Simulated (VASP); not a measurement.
Here is a VASP 6.6.1 calculation.

INCAR

```
PREC     = Accurate       # precision mode
ENCUT    = 600            # plane-wave cutoff, eV
EDIFF    = 1E-6           # SCF threshold, eV
ISMEAR   = 0              # smearing method
SIGMA    = 0.03           # smearing width, eV
LREAL    = False          # projectors in reciprocal space
LASPH    = True           # aspherical terms in the spheres
NELM     = 80             # most SCF steps
ALGO     = Normal         # electronic algorithm
ISIF     = 3              # what is computed and relaxed
LWAVE    = False          # write WAVECAR
LCHARG   = False          # write CHGCAR
GGA      = CA             # functional
IBRION   = 2              # ionic algorithm
NSW      = 90             # ionic steps
EDIFFG   = -0.01          # ionic threshold
```

The input KPOINTS:

```
regular mesh
0
Gamma
  6 6 6
```

POSCAR

```
CsSnBr3
1.0
    5.8390056100      0.0000000000      0.0000000000
    0.0000000000      5.8390056100      0.0000000000
    0.0000000000      0.0000000000      5.8390056100
Cs Sn Br
1 1 3
Direct
    0.0000000000      0.0000000000      0.0000000000
    0.5000000000      0.5000000000      0.5000000000
    0.5000000000      0.0000000000      0.5000000000
    0.5000000000      0.5000000000      0.0000000000
    0.0000000000      0.5000000000      0.5000000000
```

Potentials or basis: VASP PAW LDA potentials, release 64 (Cs_sv, Sn_d, Br).

Launch:

```sh
$ cat potpaw_LDA.64/Cs_sv/POTCAR potpaw_LDA.64/Sn_d/POTCAR potpaw_LDA.64/Br/POTCAR > POTCAR
$ mpirun -np 1 vasp_std > vasp.out
```

(1) Predict the space group after relaxing (to 0.05 Å).

(2) What does it give for the relaxed volume?

Results:

(1) Pm-3m (No. 221).

(2) 36.40 Å³/atom.
